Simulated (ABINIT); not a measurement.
Crystal: Ni.

```
Ni
1.0
    -1.38372    1.38372    1.38372
     1.38372   -1.38372    1.38372
     1.38372    1.38372   -1.38372
Ni
1
Direct
  0.00000 0.00000 0.00000
```

This isn't the form of Ni at room conditions, which is fcc.

Base run:

- Program: ABINIT 10.8.3 (patched build)
- Functional: WC
- Potentials or basis: JTH PAW PBE v2.0
- Cutoff: 1333 eV
- k mesh: 13 × 13 × 13
- Occupations: fermi-dirac, width 0.05 eV
- Spin: collinear spin, ferromagnetic start
- Starting moments: [1.0] μB

Its results: band gap on the k mesh none (metal or under the smearing width); pressure -0.8 GPa; net moment 0.58 μB per cell; site moments Ni +0.60 μB.

Question: After a change of settings the same cell gave: band gap on the k mesh none (metal or under the smearing width); pressure 8.0 GPa; net moment 0.57 μB per cell; site moments Ni +0.60 μB. Which change was it?
A. functional from WC to PW91
B. functional from WC to PBEsol
C. functional from WC to RPBE
D. functional from WC to AM05

Answer: A.

PW91 binds less tightly than WC, so the same cell stands under more pressure.

Caveats: the PAW data sets were made with another functional, which shifts forces and pressure a little.
